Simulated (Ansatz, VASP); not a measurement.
Two plane-wave programs on As

```
CELL_PARAMETERS angstrom
2.70368 0.00000 0.00000
0.00000 2.70368 0.00000
0.00000 0.00000 2.70368
ATOMIC_POSITIONS crystal
As 0.50000 0.50000 0.50000
```

This isn't the form of As at room conditions, which is rhombohedral.

Alike in both runs: task band structure; functional PBE; k mesh 10 × 10 × 10; occupations fermi-dirac, width 0.05 eV; no spin polarisation.

```csv
,VASP,Ansatz
version,VASP 6.6.1,Ansatz 0.2.0
potentials or method,"VASP PAW PBE potentials, release 54 (As)",Ansatz PAW
plane-wave cutoff (eV),600,420
valence electrons in the cell,5,15
```

```tsv
	VASP	Ansatz	Ansatz less VASP
gap on the k mesh at the Fermi level (eV)	none	none	-
pressure (GPa)	2.4	2.2	-0.20
```

A gap of «none» marks a metal or a gap that the smearing closes. The two sets of potentials don't hold the same shells in valence.
